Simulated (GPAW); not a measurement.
Input of a GPAW 26.7.0 run:

File run.py:

```python
from ase import Atoms
from ase.dft.bandgap import bandgap
from ase.io import write
from ase.units import GPa
from gpaw import GPAW, PW, setup_paths

setup_paths.insert(0, '.')

atoms = Atoms(['Ta'],
              cell=[[-1.65128, 1.65128, 1.65128],
                    [1.65128, -1.65128, 1.65128],
                    [1.65128, 1.65128, -1.65128]],
              scaled_positions=[[0.0, 0.0, 0.0]],
              pbc=True)

calc = GPAW(mode=PW(600),
            xc='PBEsol',
            kpts={'size': (11, 11, 11), 'gamma': True},
            occupations={'name': 'fermi-dirac', 'width': 0.05},
            nbands=15,
            convergence={'density': 1e-05, 'energy': 1e-05},
            maxiter=150,
            txt='gpaw.txt')
atoms.calc = calc
energy = atoms.get_potential_energy()
forces = atoms.get_forces()
stress = atoms.get_stress()
calc.write('gs.gpw')
write('result.traj', atoms)
print(f'Energy: {energy:.6f} eV')
print('Forces (eV/A):')
print(forces.round(4))
print('Stress (GPa):', (stress / GPa).round(3))
print('Fermi level:', round(calc.get_fermi_level(), 4), 'eV')
print(f'Gap: {bandgap(calc)[0]:.4f} eV, direct: {bandgap(calc, direct=True)[0]:.4f} eV')

path = atoms.cell.bandpath('GHNGPH,PN', npoints=80, eps=1e-4)
bs_calc = calc.fixed_density(kpts=path, symmetry='off', nbands=23,
                             convergence={'bands': 'CBM+6.0', 'eigenstates': 1e-6}, txt='bands.txt')
bs = bs_calc.band_structure()
bs.write('bs.json')
print(f'Gap on the path: {bandgap(bs_calc)[0]:.4f} eV')
```

Potentials or basis: PAW data sets generated in the run's folder for this functional, pw.

Run with:

```console
$ gpaw-setup -f PBEsol Ta
$ OMP_NUM_THREADS=1 python run.py
```

Q: What does it give for the pressure?

A: -4.0 GPa.

Q: What does it give for the band gap along the path?

A: None (metal or under the smearing width).

Levels at the corners of the path, in eV from the Fermi level:
| point | band 2 | band 3 | band 4 | band 5 | band 6 | band 7 | band 8 | band 9 | band 10 |
| --- | --- | --- | --- | --- | --- | --- | --- | --- | --- |
| Γ | -33.06 | -33.06 | -33.06 | -7.87 | 0.73 | 0.73 | 0.73 | 3.97 | 3.97 |
| H | -33.88 | -33.88 | -33.88 | -3.79 | -3.79 | 6.82 | 6.82 | 6.82 | 8.63 |
| N | -34.23 | -33.44 | -33.07 | -4.35 | -1.53 | 1.61 | 3.86 | 4.87 | 7.78 |
| Γ | -33.06 | -33.06 | -33.06 | -7.87 | 0.73 | 0.73 | 0.73 | 3.97 | 3.97 |
| P | -33.65 | -33.65 | -33.65 | -1.21 | -1.21 | -1.21 | 5.04 | 5.04 | 7.09 |
| H | -33.88 | -33.88 | -33.88 | -3.79 | -3.79 | 6.82 | 6.82 | 6.82 | 8.63 |
| P | -33.65 | -33.65 | -33.65 | -1.21 | -1.21 | -1.21 | 5.04 | 5.04 | 7.09 |
| N | -34.23 | -33.44 | -33.07 | -4.35 | -1.53 | 1.61 | 3.86 | 4.87 | 7.78 |

Caveat: spin-orbit coupling is left out, which moves the levels of the heavy elements.
